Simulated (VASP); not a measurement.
# Ga (Cmcm) in VASP: electric field gradients with PBEsol

Aim: the electric field gradients of Ga with PBEsol.

Program: VASP 6.6.1. These are calculated values, not measurements. Logs are shortened: lines on timing, memory, paths and dates and some standing lists are left out, and cuts for length are marked.

**1. Starting point**

The structure is orthorhombic, space group Cmcm (No. 63). Conventional cell: a = 2.900 Å, b = 8.130 Å, c = 3.170 Å, α = 90.00°, β = 90.00°, γ = 90.00°. Ga (site symmetry m2m) has 8 Ga at 2.68 to 2.90 Å as nearest neighbours.

This isn't the form of Ga at room conditions, which is orthorhombic.

**2. Electric field gradients, PBEsol**

The input, INCAR:

```
SYSTEM = Ga
PREC = Accurate
ENCUT = 520
EDIFF = 1E-8
ISMEAR = -1
SIGMA = 0.08
LREAL = .False.
LASPH = .True.
NELM = 100
ALGO = Fast
ISIF = 2
LWAVE = .False.
LCHARG = .False.
GGA = PS
LEFG = .True.
NBANDS = 20
```

The input, KPOINTS:

```
regular mesh
0
Gamma
  12 12 10
  0 0 0
```

The input, POSCAR:

```
Ga
1.0
    1.4500000000     -4.0650000000      0.0000000000
    1.4500000000      4.0650000000      0.0000000000
    0.0000000000      0.0000000000      3.1700000000
Ga
2
Direct
    0.8670000000      0.1330000000      0.2500000000
    0.1330000000      0.8670000000      0.7500000000
```

Potentials or basis: VASP PAW PBE potentials, release 64 (Ga_d).

On the command line:

```console
> cat potpaw_PBE.64/Ga_d/POTCAR > POTCAR
> mpirun -np 1 vasp_std > vasp.out
```

OUTCAR:

```text
SYSTEM = Ga
   PREC = Accurate
   ENCUT = 520
   EDIFF = 1E-8
   ISMEAR = -1
   LREAL = .False.
   LASPH = .True.
   NELM = 100
   ISIF = 2
   GGA = PS

 ion  position               nearest neighbor table
   1  0.867  0.133  0.250-   2 2.68   2 2.68   2 2.87   2 2.87   2 2.87   2 2.87
   2  0.133  0.867  0.750-   1 2.68   1 2.68   1 2.87   1 2.87   1 2.87   1 2.87

  LATTYP: Found a base centered orthorhombic cell.
 ALAT       =     2.9000000000
 B/A-ratio  =     2.8034482759
 C/A-ratio  =     1.0931034483

  Lattice vectors:

 A1 = (   1.4500000000,  -4.0650000000,   0.0000000000)
 A2 = (   1.4500000000,   4.0650000000,   0.0000000000)
 A3 = (   0.0000000000,   0.0000000000,   3.1700000000)

Analysis of symmetry for initial positions (statically):
=====================================================================
 Subroutine PRICEL returns:
 Original cell was already a primitive cell.

 Routine SETGRP: Setting up the symmetry group for a
 base centered orthorhombic supercell.

 Subroutine GETGRP returns: Found  8 space group operations
 (whereof  4 operations were pure point group operations)
 out of a pool of  8 trial point group operations.

The static configuration has the point symmetry C_2h.
 The point group associated with its full space group is D_2h.

Analysis of symmetry for dynamics (positions and initial velocities):
=====================================================================
 Subroutine PRICEL returns:
 Original cell was already a primitive cell.

 Routine SETGRP: Setting up the symmetry group for a
 base centered orthorhombic supercell.

 Subroutine GETGRP returns: Found  8 space group operations
 (whereof  4 operations were pure point group operations)
 out of a pool of  8 trial point group operations.

The dynamic configuration has the point symmetry C_2h.
 The point group associated with its full space group is D_2h.

 Subroutine INISYM returns: Found  8 space group operations
 (whereof  4 operations are pure point group operations),
 and found     1 'primitive' translations

----------------------------------------------------------------------------------------

                                     Primitive cell

  volume of cell :      37.3695

[... 125 lines left out ...]

 number of electron      26.0000003 magnetization

 Free energy of the ion-electron system (eV)
  ---------------------------------------------------
  ext. energy  EPLUGINS =         0.00000000
  ---------------------------------------------------
  free energy    TOTEN  =        -6.65410045 eV

  energy without entropy =       -6.63710311  energy(sigma->0) =       -6.64560178

 E-fermi :   5.5111     XC(G=0): -11.1577

 val. band max:        5.4954796828   @ k =   0.3333   0.0833   0.5000
 cond. band min:       5.5225659855   @ k =   0.3333   0.2500   0.4000
 fundamental gap:      0.0270863026
 Fermi energy:         5.5111424384

 k-point     1 :       0.0000    0.0000    0.0000
  band No.  band energies     occupation
      1      -9.6392      2.00000
      2      -9.6141      2.00000
      3      -9.5444      2.00000
      4      -9.5301      2.00000
      5      -9.3379      2.00000
      6      -9.3221      2.00000
[... 541 lines left out ...]
     19      16.1960      0.00000
     20      18.1487      0.00000

 [... further k-points ...]

------------------------ aborting loop because EDIFF is reached ----------------------------------------

  FORCE on cell =-STRESS in cart. coord.  units (eV):
  Direction    XX          YY          ZZ          XY          YZ          ZX
  --------------------------------------------------------------------------------------
  -------------------------------------------------------------------------------------
  Total       -0.9440215     -0.1843207     -0.1721353      0.0000000     -0.0000000      0.0000000
  in kB      -40.4738627     -7.9025440     -7.3801095      0.0000000     -0.0000000      0.0000000
  external PRESSURE =     -18.5855054 kB  Pullay stress =       0.0000000 kB

 VOLUME and BASIS-vectors are now :
 -----------------------------------------------------------------------------
  energy-cutoff  :      520.00
  volume of cell :       37.37
      direct lattice vectors                 reciprocal lattice vectors
     1.450000000 -4.065000000  0.000000000     0.344827586 -0.123001230  0.000000000
     1.450000000  4.065000000  0.000000000     0.344827586  0.123001230  0.000000000
     0.000000000  0.000000000  3.170000000     0.000000000  0.000000000  0.315457413

 POSITION                                       TOTAL-FORCE (eV/Angst)
 -----------------------------------------------------------------------------------
      1.45000     -2.98371      0.79250         0.000000      0.192634     -0.000000
      1.45000      2.98371      2.37750         0.000000     -0.192634      0.000000
 -----------------------------------------------------------------------------------
    total drift:                                0.000000      0.000000     -0.000000

  FREE ENERGIE OF THE ION-ELECTRON SYSTEM (eV)
  ---------------------------------------------------
  free  energy   TOTEN  =        -6.6541004450 eV

  energy  without entropy=       -6.6371031116  energy(sigma->0) =       -6.64560178

 Electric field gradients (V/A^2)
---------------------------------------------------------------------
 ion       V_xx      V_yy      V_zz      V_xy      V_xz      V_yz
---------------------------------------------------------------------
   1      10.187   -26.619    16.432    -0.000     0.000    -0.000
   2      10.187   -26.619    16.432     0.000     0.000    -0.000
---------------------------------------------------------------------

 Electric field gradients after diagonalization (V/A^2)
 (convention: |V_zz| > |V_xx| > |V_yy|)
----------------------------------------------------------------------
 ion       V_xx      V_yy      V_zz     asymmetry (V_yy - V_xx)/ V_zz
----------------------------------------------------------------------
   1      16.432    10.187   -26.619       0.235
   2      16.432    10.187   -26.619       0.235
----------------------------------------------------------------------

           NMR quadrupolar parameters

 Cq : quadrupolar parameter    Cq=e*Q*V_zz/h
 eta: asymmetry parameters     (V_yy - V_xx)/ V_zz
 Q  : nuclear electric quadrupole moment in mb (millibarn)
----------------------------------------------------------------------
 ion       Cq(MHz)       eta       Q (mb)
----------------------------------------------------------------------
   1      -0.064       0.235       1.000
   2      -0.064       0.235       1.000
----------------------------------------------------------------------
```

stdout:

```text
POSCAR found type information on POSCAR Ga
 POSCAR found :  1 types and       2 ions
 scaLAPACK will be used
[... 31 lines left out ...]
 num prob  num prob  num prob  num prob  num prob  num prob  num prob  num prob  num prob  num prob  num prob  num prob  num prob  num prob  num prob  num prob  num prob  num prob  num prob  num prob  num prob  num prob  num prob  num prob  num prob  num prob  num prob  num prob  num prob  num prob  num prob  num prob  num prob  num prob  num prob  num prob  num prob  num prob  num prob  num prob  num prob  num prob  num prob  num prob  num prob  num prob  num prob  num prob  num prob  num prob  num prob  num prob  num prob  num prob  num prob  num prob  num prob  num prob  num prob  num prob  num prob  num prob  num prob  num prob  num prob  num prob  num prob  num prob  num prob  num prob  num prob  num prob RMM:  15    -0.665410044504E+01   -0.52923E-08   -0.43793E-08  9245   0.187E-03
ion   1

ion   2
```

Run time: 81 s. Hardware: 1 thread of Intel Xeon 6975P-C (Granite Rapids), shared host; peak memory 0.26 GiB.

What came out:

| Item | Value |
| --- | --- |
| Free energy | -6.6541 eV |
| Pressure | -1.9 GPa |
| Largest force | 0.193 eV/Å |
| Band gap on the k mesh | none (metal or under the smearing width) |

Forces in eV/Å, atoms in the order of the input:
```
Ga   0.000  0.193  0.000
Ga   0.000 -0.193  0.000
```

Levels at points of the mesh, in eV from the Fermi level:
| k point | band 11 | band 12 | band 13 | band 14 | band 15 | band 16 |
| --- | --- | --- | --- | --- | --- | --- |
| (0.00, 0.00, 0.00) | -11.27 | -2.29 | -1.60 | 2.87 | 6.56 | 7.80 |
| (0.50, 0.00, 0.00) | -6.72 | -5.44 | -1.78 | -0.45 | 6.47 | 6.70 |
| (0.50, 0.50, 0.00) | -9.24 | -8.61 | 5.11 | 5.76 | 5.83 | 7.06 |
| (0.00, 0.00, 0.50) | -7.44 | -7.44 | 1.84 | 1.84 | 2.47 | 2.47 |
| (0.50, 0.00, 0.50) | -3.07 | -3.07 | -1.62 | -1.62 | 1.84 | 1.84 |
| (0.50, 0.50, 0.50) | -5.61 | -5.61 | -4.27 | -4.27 | 9.57 | 9.57 |

Electric field gradients, principal values (V/Å²):
```tsv
atom	Vxx	Vyy	Vzz
1 Ga	10.187	16.432	-26.619
2 Ga	10.187	16.432	-26.619
```

Caveat: the PAW data sets were made with another functional, which shifts forces and pressure a little.
